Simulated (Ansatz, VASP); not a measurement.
**LiH: VASP beside Ansatz**

File POSCAR:

```
LiH
1.0
    2.5016587112      0.0000000000      0.0000000000
    0.0000000000      2.5016587112      0.0000000000
    0.0000000000      0.0000000000      2.5016587112
Li H
1 1
Direct
    0.0000000000      0.0000000000      0.0000000000
    0.5000000000      0.5000000000      0.5000000000
```

File INCAR.step1:

```
  PREC = Accurate
  ENCUT = 520
  EDIFF = 1E-5
  ISMEAR = 0
  SIGMA = 0.01
  LREAL = False
  LASPH = True
  NELM = 100
  ALGO = Normal
  ISIF = 2
  LWAVE = True
  LCHARG = False
  GGA = PE
  NBANDS = 9
```

Contents of INCAR.step2:

```
  PREC = Accurate
  ENCUT = 520
  EDIFF = 1E-6
  ISMEAR = 0
  SIGMA = 0.01
  LREAL = False
  LASPH = True
  NELM = 100
  ALGO = Normal
  ISIF = 2
  LWAVE = False
  LCHARG = False
  GGA = PE
  LHFCALC = True
  HFSCREEN = 0.2079
  PRECFOCK = Normal
  ISTART = 1
  NBANDS = 9
```

The input KPOINTS:

```
Automatic mesh
0
Gamma
  6 6 6
```

Input for Ansatz:

```yaml
crystal:
  lattice:
    - [2.5016587112, 0.0, 0.0]
    - [0.0, 2.5016587112, 0.0]
    - [0.0, 0.0, 2.5016587112]
  atoms:
    - { symbol: Li, position: [0.0, 0.0, 0.0] }
    - { symbol: H, position: [0.5, 0.5, 0.5] }
kpoints:
  mp_grid: { grid: [6, 6, 6] }
  band_path:
    path:
      - [0.0, 0.0, 0.0]
      - [0.0, 0.5, 0.0]
      - [0.5, 0.5, 0.0]
      - [0.5, 0.5, 0.5]
      - [0.0, 0.0, 0.5]
    npoints: 1
hamiltonian:
  xc: hse06
scf:
  occupations: { method: fixed }
  n_extra_bands: 4
output:
  forces: true
  stress: true
  eigenvalues: true
```

Alike in both runs: task single point; functional HSE06; k mesh 6 × 6 × 6; no spin polarisation.

|  | VASP | Ansatz |
| --- | --- | --- |
| version | VASP 6.6.1 | Ansatz 0.2.0 |
| potentials or method | VASP PAW PBE potentials, release 64 (Li_sv, H) | plane waves, PAW |
| plane-wave cutoff (eV) | 520 | 420 |
| occupations | gaussian, width 0.01 eV | fixed |
| valence electrons in the cell | 4 | 4 |

VASP gave:

| Item | Value |
| --- | --- |
| gap on the k mesh at the Fermi level (eV) | 1.43 |

What did Ansatz give for the same quantities?

gap on the k mesh at the Fermi level (eV): 1.41.

Ansatz warned: «stress_exchange_threshold_loose».

 A k mesh can miss the band edges.
